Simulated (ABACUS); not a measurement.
Write the native input for ABACUS 3.10.1 that does the following.

* Task: single point
* Functional: PBEsol
* Potentials or basis: SPMS ONCV 1.0 PBE
* Cutoff: 1116 eV
* Density cutoff: 4463 eV
* Basis: plane waves
* k mesh: 9 × 9 × 9
* Occupations: fermi-dirac, width 0.05 eV
* Spin: no spin polarisation
* Radial cutoff of the potentials (pseudo_rcut): 10 bohr
* SCF threshold on the density: 1e-08
* Max SCF steps: 100
* Eigensolver: dav
* Mixing: broyden
* Mixing share: 0.7
* Symmetry key: 1
* Bands: 20

The system is Ag.

```
CELL_PARAMETERS angstrom
0.00000 2.04275 2.04275
2.04275 0.00000 2.04275
2.04275 2.04275 0.00000
ATOMIC_POSITIONS crystal
Ag 0.00000 0.00000 0.00000
```

One way to write it, as run:

INPUT

```
INPUT_PARAMETERS
suffix              Ag
calculation         scf
basis_type          pw
pseudo_dir          ./
symmetry            1
dft_functional      pbesol
ecutwfc             82
pseudo_rcut         10
nspin               1
nbands              20
ks_solver           dav
smearing_method     fd
smearing_sigma      0.00367493
scf_thr             1e-08
scf_nmax            100
mixing_type         broyden
mixing_beta         0.7
cal_force           1
cal_stress          1
out_chg             1
out_pot             2
out_elf             1
```

STRU

```
ATOMIC_SPECIES
Ag 107.8682 47_Ag_19_1.9_2.5_pbe_n_v1.0.upf

LATTICE_CONSTANT
1.8897261246

LATTICE_VECTORS
0.0000000000 2.0427500000 2.0427500000
2.0427500000 0.0000000000 2.0427500000
2.0427500000 2.0427500000 0.0000000000

ATOMIC_POSITIONS
Direct

Ag
0.0
1
0.0000000000 0.0000000000 0.0000000000 1 1 1
```

KPT

```
K_POINTS
0
Gamma
9 9 9 0 0 0
```

Potentials or basis: SPMS ONCV 1.0 PBE, plane waves.

Run with:

```console
$ OMP_NUM_THREADS=1 mpirun -np 4 abacus > log
```

Results of the run:

The pressure is -2.9 GPa. The band gap on the k mesh is none (metal or under the smearing width).

Caveat: the potentials were made for another functional, which shifts forces and pressure.

Wall time 6 s on 4 MPI ranks on Intel(R) Xeon(R) Platinum 8259CL CPU @ 2.50GHz (Skylake/Cascade Lake) (shared host), peak memory 0.2 GiB a rank.
